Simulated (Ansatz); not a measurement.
Quadrupolar parameters in SiO₂

The cell is a Materials Project structure (computed, not necessarily an observed phase), atoms as given.

Space group Cmce (No. 64); a = 9.0163, b = 10.2546, c = 8.9927 Å.

```csv
site,Wyckoff,site symmetry,x,y,z
Si,16g,1,0.1731,0.8662,0.9095
O9,8d,2..,0.8078,0.0000,0.0000
O10,8e,.2.,0.7500,0.1179,0.2500
O12,8f,m..,0.5000,0.1669,0.3870
O17,8c,-1,0.2500,0.2500,0.0000
```

One atom of each set is listed; the run and its k-mesh use a cell of 24 atoms with edges of 6.83, 6.83, 8.99 Å.

Computed with Ansatz: DFT, PBE, plane waves and PAW, scalar-relativistic, 420 eV cutoff, Γ-centred 3×3×3 k-points, Fermi–Dirac smearing 0.02 eV.

V_zz is the principal component of the electric field gradient with the largest magnitude, η = (V_xx − V_yy)/V_zz and C_Q = eQV_zz/h.

17O: I = 5/2, Q = -25.58 mb. Q values from Pyykkö, Mol. Phys. 116, 1328 (2018).

```json
{"site": "Si", "atoms": "8", "first shell": "4 O at 1.60–1.61 Å", "V_xx, V_yy, V_zz (10²¹ V/m²)": "0.001, 0.43, -0.43", "η": "1.00", "C_Q (MHz)": "–"}
{"site": "O9", "atoms": "4", "first shell": "2 Si at 1.60 Å, angle 168°", "V_xx, V_yy, V_zz (10²¹ V/m²)": "-4.86, -5.21, 10.07", "η": "0.03", "C_Q (MHz)": "-6.23"}
{"site": "O10", "atoms": "4", "first shell": "2 Si at 1.60 Å, angle 168°", "V_xx, V_yy, V_zz (10²¹ V/m²)": "-4.93, -5.24, 10.17", "η": "0.03", "C_Q (MHz)": "-6.29"}
{"site": "O12", "atoms": "4", "first shell": "2 Si at 1.61 Å, angle 152°", "V_xx, V_yy, V_zz (10²¹ V/m²)": "-4.21, -5.37, 9.59", "η": "0.12", "C_Q (MHz)": "-5.93"}
{"site": "O17", "atoms": "4", "first shell": "2 Si at 1.60 Å, angle 180°", "V_xx, V_yy, V_zz (10²¹ V/m²)": "-5.07, -5.21, 10.29", "η": "0.01", "C_Q (MHz)": "-6.36"}
```

At O9, O10 and O17 V_zz points along the line of its two bonds (within 1°) in each case. At O12 V_zz runs parallel to the line that joins its two neighbours (within 1°).

Si has no stable isotope with a ground-state quadrupole moment in the table, so no C_Q is given.

The largest force is 0.3 eV/Å, so the atoms aren't at the calculated equilibrium and relaxing them would move these values. Where η is near 1 the sign of V_zz means little.

The run took 24 s of wall time (24 s of CPU time) and 0.68 GiB at its peak, on 1 thread of Arm Neoverse V2 (aarch64; 8 cores open to the job, memory cap 2.5 GiB, no GPU), a shared host with a load of 0.2 a core.
